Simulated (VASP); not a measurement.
Li:

```
Li
1.0
     3.11100    0.00000    0.00000
    -1.55550    2.69421    0.00000
     0.00000    0.00000    5.09300
Li
2
Direct
  0.33333 0.66667 0.25000
  0.66667 0.33333 0.75000
```

This isn't the form of Li at room conditions, which is bcc.

| Property | Result |
| --- | --- |
| Program | VASP 6.6.1 |
| Task | relaxation of cell and atoms |
| Functional | PBEsol |
| Potentials or basis | VASP PAW PBE potentials, release 64 (Li_sv) |
| Cutoff | 600 eV |
| k mesh | 15 × 15 × 8 |
| Occupations | gaussian, width 0.1 eV |
| Spin | no spin polarisation |

At the start: pressure -0.8 GPa; volume 21.34 Å³/atom.

**Question.** Where does the relaxation end?

**Answer.** Over 4 steps the energy falls by 3.6 meV/atom and the volume is 19.96 Å³/atom (-6.5 %); space group P6_3/mmc (No. 194, to 0.05 Å).

Step by step:
```
step  energy change (eV)  largest force (eV/Å)  pressure (GPa)  volume (Å³)
   1              0.0000                0.0000           -0.81        42.69
   2             -0.0030                0.0000           -0.64        42.03
   3             -0.0073                0.0000           -0.06        40.09
   4             -0.0073                0.0000            0.00        39.92
```

Final structure:
```
Li
1.0
     3.04186    0.00000    0.00000
    -1.52093    2.63433    0.00000
     0.00000    0.00000    4.98116
Li
2
Cartesian
  0.0000 1.7562 1.2453
  1.5209 0.8781 3.7359
```

Caveat: the cutoff is under 1.25 times the usual one of these potentials, so pressure, stress and relaxed cells hold a basis-set (Pulay) error; the PAW data sets were made with another functional, which shifts forces and pressure a little.
